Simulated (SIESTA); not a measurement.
HgTe (Coloradoite) under changes of volume

One of the cells (33.215 Å³/atom); the others are scaled copies at fixed shape and fractional positions:

```xyz
2
Lattice="0.0000 3.2145 3.2145 3.2145 0.0000 3.2145 3.2145 3.2145 0.0000" Properties=species:S:1:pos:R:3 pbc="T T T"
Hg    0.0000    0.0000    0.0000
Te    4.8217    4.8217    4.8217
```

```yaml
Program: SIESTA 5.4.2
Functional: LDA
Potentials_or_basis: PseudoDojo 0.4 standard (LDA files)
Basis: DZP (energy shift 0.003 Ry; two zetas on semicore shells)
Grid_cutoff: 800 Ry
Energy_shift: 0.003 Ry
k_mesh: 7 × 7 × 7
Occupations: fermi-dirac, width 0.05 eV
Spin: no spin polarisation
```

| volume (Å³/atom) | energy over the lowest point (meV/atom) | pressure (GPa) |
| --- | --- | --- |
| 31.223 | 33.46 | 4.6 |
| 31.887 | ? | ? |
| 32.551 | 6.60 | 1.9 |
| 33.215 | 1.08 | 0.8 |
| 33.880 | 0.00 | -0.2 |
| 34.544 | 3.00 | -1.2 |
| 35.208 | 9.58 | -2.0 |

Task: What does the run at 31.887 Å³/atom give?

Result: Energy over the lowest point 17.21 meV/atom; pressure 3.2 GPa.

Worked out: A Birch-Murnaghan fit of order 3 (a polynomial in V^(-2/3)) to the other rows has its minimum at 33.71 Å³/atom with B0 = V·E''(V) = 51 GPa and B' = 4.7. It gives 17.21 meV/atom at 31.887 Å³/atom, against the run's 17.21, and -dE/dV = 3.2 GPa, against 3.2.

Energies are extrapolated to zero smearing.

Caveats: short orbitals over semicore shells can move pressures by several GPa; the basis of atomic orbitals isn't converged, which shifts pressures, moduli and gaps.
